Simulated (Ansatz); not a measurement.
The following input was run with Ansatz 0.2.0.

```yaml
crystal:
  lattice:
    - [3.5303341067, 0.0, 0.0]
    - [0.0, 3.5303341067, 0.0]
    - [0.0, 0.0, 3.5303341067]
  atoms:
    - { symbol: Ni, position: [0.5, 0.0, 0.5], spin: 2.0 }
    - { symbol: Ni, position: [0.0, 0.5, 0.5], spin: 2.0 }
    - { symbol: Ni, position: [0.5, 0.5, 0.0], spin: 2.0 }
    - { symbol: Ge, position: [0.0, 0.0, 0.0] }
basis:
  ecutwfc: 420
kpoints:
  mp_grid: { grid: [6, 6, 6] }
hamiltonian:
  xc: pbesol
scf:
  occupations: { method: gaussian, width: 0.1 }
  lower_state_search: "off"
output:
  forces: true
  stress: true
  eigenvalues: true
  populations: true
magnetization:
  spin_polarized: true
```

Command:
```bash
ansatz run input.yaml --threads 1 --pin off --max-ram 2560MiB --backend cpu --events-out ev --progress --plain --runs-dir out
```

Computed with DFT PBEsol, scalar-relativistic, plane waves, PAW in Ansatz 0.2.0.

Part of what the program printed, abridged:

```
Pseudopotentials: kind: paw
Pseudopotential: Ni, paw, valence charge 18, recommended cutoff 420 eV (normal)
Pseudopotential: Ge, paw, valence charge 14, recommended cutoff 420 eV (normal)
Functional definition: PBEsol
Crystal: 4 atoms, lattice volume = 43.999 Å³
Basis set: ecut = 420 eV, 847 PW (Γ), exchange–correlation on 48×48×48 points (8 copies of the dense FFT grid, shifted against one another)
Bands: 45, of which v1, the nominal top of the filled ones, is band 34 counted from 1 (33 counted from 0)
Symmetry: 48 space group operations
Space group: Pm-3m (ITA 221), of the structure as read, at distance tolerance 3.5e-5 Å
Magnetic group: BNS 221.92 (UNI 1594), of the structure as read, at distance tolerance 3.5e-5 Å
k-points: 20 of 216
Initial density: superposition of atomic densities (chi_scale 0.1, normalization cell)
Starting moments: Σ|m| = 6 μB on 3 of 4 sites
Initial wavefunctions: pseudopotential atomic-orbital guess
Functional: x = pbesol(κ = 0.804, μ = 0.12345679), c = pbesol(β = 0.046)
SCF iter   1: F=—  HF=-21668.624873 eV  |F-HF|=—  |Δ(HF+E_count)|=         —  Δρ=1.83e-1 (↑1.27e-1 ↓1.83e-1) dr2=2.19e0  dr2_m=9.53e0  M=1.616 μB ∫|m|=2.204 μB  β_m=0.30  ethr=3.10e-3  ⟨swp⟩=6.0  Hψ=6108  notcnv=0  defer=8
Mixer restart at iter 1: flushing history
spin=Collinear: Kerker preconditioning applied to the charge; magnetization (m = ρ↑ − ρ↓) channel mixes plain (no charge-response kernel on spin).
spin-set hold released at iteration 1 (the charge has settled, or the pull on large starting moments outlasts its swing): the magnetisation degrees of freedom join the quasi-Newton model from the next iteration; the mixer history was flushed
SCF iter   2: F=—  HF=-21669.034217 eV  |F-HF|=—  |Δ(HF+E_count)|=   4.09e-1  Δρ=1.22e-1 (↑1.09e-1 ↓1.22e-1) dr2=7.40e-1  dr2_m=5.30e0  M=1.501 μB ∫|m|=2.057 μB  β_m=0.65  ethr=3.10e-3  ⟨swp⟩=2.0  Hψ=2372  notcnv=0  defer=167
SCF iter   3: F=—  HF=-21670.491753 eV  |F-HF|=—  |Δ(HF+E_count)|=    1.46e0  Δρ=1.19e-1 (↑1.84e-2 ↓1.19e-1) dr2=4.65e0  dr2_m=1.22e0  M=0.301 μB ∫|m|=0.790 μB  β_m=0.52  ethr=1.09e-3  ⟨swp⟩=3.0  Hψ=3465  notcnv=0  defer=168
SCF iter   4: F=—  HF=-21669.733511 eV  |F-HF|=—  |Δ(HF+E_count)|=   7.58e-1  Δρ=2.40e-2 (↑2.40e-2 ↓1.80e-2) dr2=3.20e-2  dr2_m=1.62e-1  M=0.211 μB ∫|m|=0.548 μB  β_m=0.76  ethr=1.09e-3  ⟨swp⟩=3.0  Hψ=3850  notcnv=0  defer=173
SCF iter   5: F=—  HF=-21669.789165 eV  |F-HF|=—  |Δ(HF+E_count)|=   5.57e-2  Δρ=9.07e-3 (↑7.22e-3 ↓9.07e-3) dr2=5.55e-2  dr2_m=7.03e-3  M=0.066 μB ∫|m|=0.171 μB  β_m=0.88  ethr=4.70e-5  ⟨swp⟩=2.1  Hψ=3009  notcnv=0  defer=172
SCF iter   6: F=—  HF=-21669.791972 eV  |F-HF|=—  |Δ(HF+E_count)|=   2.81e-3  Δρ=4.10e-3 (↑4.10e-3 ↓1.11e-3) dr2=2.97e-3  dr2_m=2.51e-3  M=0.052 μB ∫|m|=0.096 μB  β_m=0.81  ethr=4.70e-5  ⟨swp⟩=2.0  Hψ=2563  notcnv=0  defer=172
SCF iter   7: F=—  HF=-21669.791863 eV  |F-HF|=—  |Δ(HF+E_count)|=   1.09e-4  Δρ=1.75e-3 (↑5.28e-4 ↓1.75e-3) dr2=4.47e-4  dr2_m=4.63e-4  M=0.025 μB ∫|m|=0.046 μB  β_m=0.91  ethr=4.37e-6  ⟨swp⟩=2.0  Hψ=2676  notcnv=0  defer=172
SCF iter   8: F=—  HF=-21669.792081 eV  |F-HF|=—  |Δ(HF+E_count)|=   2.19e-4  Δρ=9.50e-4 (↑2.70e-4 ↓9.50e-4) dr2=2.76e-4  dr2_m=7.57e-5  M=0.011 μB ∫|m|=0.020 μB  β_m=0.95  ethr=6.57e-7  ⟨swp⟩=2.1  Hψ=2405  notcnv=0  defer=169
SCF iter   9: F=—  HF=-21669.792050 eV  |F-HF|=—  |Δ(HF+E_count)|=   3.19e-5  Δρ=2.69e-4 (↑2.69e-4 ↓1.11e-4) dr2=1.42e-5  dr2_m=1.27e-5  M=0.004 μB ∫|m|=0.006 μB  β_m=0.97  ethr=4.06e-7  ⟨swp⟩=2.0  Hψ=2295  notcnv=0  defer=169
SCF iter  10: F=—  HF=-21669.792063 eV  |F-HF|=—  |Δ(HF+E_count)|=   1.38e-5  Δρ=9.88e-5 (↑9.88e-5 ↓9.12e-5) dr2=1.26e-5  dr2_m=7.84e-8  M=0.000 μB ∫|m|=0.000 μB  β_m=0.99  ethr=2.08e-8  ⟨swp⟩=2.2  Hψ=2406  notcnv=0  defer=169
SCF iter  11: F=—  HF=-21669.792061 eV  |F-HF|=—  |Δ(HF+E_count)|=   2.43e-6  Δρ=5.08e-5 (↑5.08e-5 ↓4.42e-5) dr2=1.31e-7  dr2_m=8.28e-7  M=-0.001 μB ∫|m|=0.002 μB  β_m=0.86  ethr=1.86e-8  ⟨swp⟩=1.8  Hψ=1930  notcnv=0  defer=169
SCF iter  12: F=-21669.792061 eV  HF=-21669.792061 eV  |F-HF|=1.48e-8  |Δ(HF+E_count)|=   2.32e-7  Δρ=1.63e-5 (↑1.63e-5 ↓1.07e-5) dr2=3.24e-8  dr2_m=6.93e-8  M= 0.000 μB ∫|m|=0.000 μB  β_m=0.93  ethr=1.47e-10  ⟨swp⟩=9.4  Hψ=8522  notcnv=0
SCF iter  13: F=-21669.792061 eV  HF=-21669.792061 eV  |F-HF|=1.05e-9  |Δ(HF+E_count)|=   1.43e-8  Δρ=1.17e-6 (↑1.17e-6 ↓9.41e-7) dr2=1.90e-9  dr2_m=1.46e-10  M=0.000 μB ∫|m|=0.000 μB  β_m=0.97  ethr=4.77e-11  ⟨swp⟩=2.0  Hψ=5418  notcnv=0
SCF iter  14: F=-21669.792061 eV  HF=-21669.792061 eV  |F-HF|=5.82e-11  |Δ(HF+E_count)|=  5.53e-10  Δρ=2.15e-7 (↑2.15e-7 ↓2.15e-7) dr2=9.24e-11  dr2_m=2.35e-12  M=0.000 μB ∫|m|=0.000 μB  ethr=2.79e-12  ⟨swp⟩=1.6  Hψ=4291  notcnv=0
WARN: the starting moments were not kept: the SCF closed with an absolute magnetisation of 2.5e-6 μB, where they sum to 6 μB in size (3 sites). That is at most 0.1 of that sum. Measured as dr2_m measures the in/out step, that magnetisation stands 4.4e-12 eV from none, at or under the dr2_threshold of 1.0e-7 eV: it is no larger than a step whose dr2_m would equal this threshold. The system may hold no moment; this SCF shows only that its start led to no more than that. To try another start: raise the starting moments (crystal.atoms[].spin, magnetization.per_species, magnetization.initial_magnetization, or on a non-collinear deck that types none of these the spinor_matrix: blocks that start it ...
SCF 1 converged in 14 iterations: F = -21669.792061 eV  dr2 = 9.24e-11
SCF converged after 14 iterations
Magnetization: 0.0000 μB (34.0000 up, 34.0000 down)
Absolute magnetization: 0.0000 μB (∫|ρ↑−ρ↓|, with the PAW one-centre terms)
Spin contamination: 0.0000 ħ² per cell (⟨S²⟩ above its minimum at these occupations)
Per-site moments (μB) at R_I (Å): [(6.09905027e-7, 1.02973331), (6.09905027e-7, 1.02973331), (6.09905027e-7, 1.02973331), (-1.82870127e-8, 1.02973331)]
Free energy (F): -21669.792061 eV
Harris-Foulkes:  -21669.792061 eV  (|F-HF|=5.82e-11)
Internal energy: -21669.783309 eV  (E = F + TS)
E sigma→0 (E₀):  -21669.787685 eV
Entropy (-TS):   -0.008752 eV (-2.188 meV/atom)
Fermi energy:    18.570983 eV
--- Per-component energies (eV) ---
  E_band       = -838.791324
  E_kinetic    = 969.021350
  E_local      = -12169.581011  (includes V_loc(G=0)·N_el)
  E_nonlocal   = 2337.059784
  E_hartree    = 5159.360053
  E_xc         = -331.530554
  E_vxc        = -396.969856  (∫ρ·V_xc dr)
  E_paw        = -6771.328922  (= ΣΔE_a)
  E_vpaw       = -1897.043260  (= ΣTr[D̂ρ^β])
  E_aug_tail   = 0.001522  (compensation charges beyond the density's cutoff)
  E_ewald      = -10864.295333
  E_core_change = 1.509803  (= ΣΔE_core)
  E_smearing   = -0.008752  (= −TS)
--- Forces (eV/Å), atoms counted from 1 ---
  atom   1  Ni     0.00000000     0.00000000     0.00000000
  atom   2  Ni     0.00000000     0.00000000     0.00000000
  atom   3  Ni     0.00000000     0.00000000     0.00000000
  atom   4  Ge     0.00000000     0.00000000     0.00000000
--- Stress (GPa, compression-positive) ---
       -0.940425       0.000000       0.000000
        0.000000      -0.940425       0.000000
        0.000000       0.000000      -0.940425
  P = ⅓ Tr σ = -0.9404 GPa (-9.404 kbar)
--- Band table (eV; the first three rows and the last of 40) ---
  k-point 0 ↑: bands = ["-84.2496", "-84.2163", "-84.2163", "-44.8717", "-44.8717", "-44.8717", "-44.8192", "-44.8192", "-44.8192", "-44.6606", "-44.6606", "-44.6606", "-6.0885", "-6.0885", "-6.0737", "-6.0737", "-6.0737", "5.9500", "13.6348", "14.7142", "14.7142", "15.1352", "15.1352", "15.1352", "17.0962", "17.0962", "17.0962", "17.5399", "17.5399", "17.5399", "17.9741", "17.9741", "18.2769", "18.5902", "18.5902", "18.5902", "22.4913", "25.4030", "25.4030", "29.0326", "29.0326", "29.0326", "32.0136", "32.0136", "32.0136"]
  k-point 1 ↑: bands = ["-84.2476", "-84.2182", "-84.2162", "-44.8671", "-44.8671", "-44.8656", "-44.8208", "-44.8208", "-44.8196", "-44.6677", "-44.6637", "-44.6637", "-6.0873", "-6.0818", "-6.0738", "-6.0738", "-6.0734", "6.2623", "13.5087", "14.2561", "14.9278", "15.0755", "15.0755", "15.2107", "16.5636", "16.5636", "16.8700", "17.0082", "17.7804", "17.7804", "17.9020", "17.9690", "18.1470", "18.5905", "19.2253", "19.2253", "23.1043", "25.3882", "26.5272", "28.1849", "28.1849", "28.3388", "30.8886", "31.4239", "31.4239"]
  k-point 2 ↑: bands = ["-84.2425", "-84.2233", "-84.2162", "-44.8559", "-44.8559", "-44.8517", "-44.8256", "-44.8256", "-44.8204", "-44.6835", "-44.6701", "-44.6701", "-6.0849", "-6.0738", "-6.0738", "-6.0728", "-6.0684", "7.1139", "11.8591", "14.4459", "14.8906", "14.8906", "15.3895", "15.4621", "16.3626", "16.3626", "16.5976", "16.8043", "17.4790", "17.4790", "17.5505", "17.7169", "18.0231", "18.5912", "20.8259", "20.8259", "23.2485", "25.3514", "25.9111", "25.9111", "26.5531", "29.3153", "30.8506", "32.5090", "32.5090"]
  k-point 19 ↓: bands = ["-84.2272", "-84.2272", "-84.2272", "-44.8955", "-44.8955", "-44.8955", "-44.8171", "-44.7682", "-44.7682", "-44.7682", "-44.6294", "-44.6294", "-6.0869", "-6.0869", "-6.0869", "-6.0488", "-6.0488", "9.5204", "14.4119", "14.4119", "14.4119", "14.6746", "14.6746", "14.6746", "16.3671", "16.3671", "16.3671", "17.2157", "17.2157", "17.2157", "17.3906", "17.3906", "17.9463", "18.3587", "18.3587", "18.3587", "19.2610", "22.7396", "22.7396", "22.7396", "35.8479", "35.8479", "35.8479", "39.1461", "39.1461"]
--- Löwdin populations: 4 sites ---
  site symbol q [e]    m [muB]
     0     Ni     17.6251     0.0000
     1     Ni     17.6251     0.0000
     2     Ni     17.6251     0.0000
     3     Ge     14.5080     0.0000
  spilling = 0.009071 (of n_electrons = 68.000000)
```

Self-consistency was reached.

Time: 13 s on 1 thread of Arm Neoverse N1, with other jobs on the host, peak memory 0.35 GiB.

The k mesh is coarse.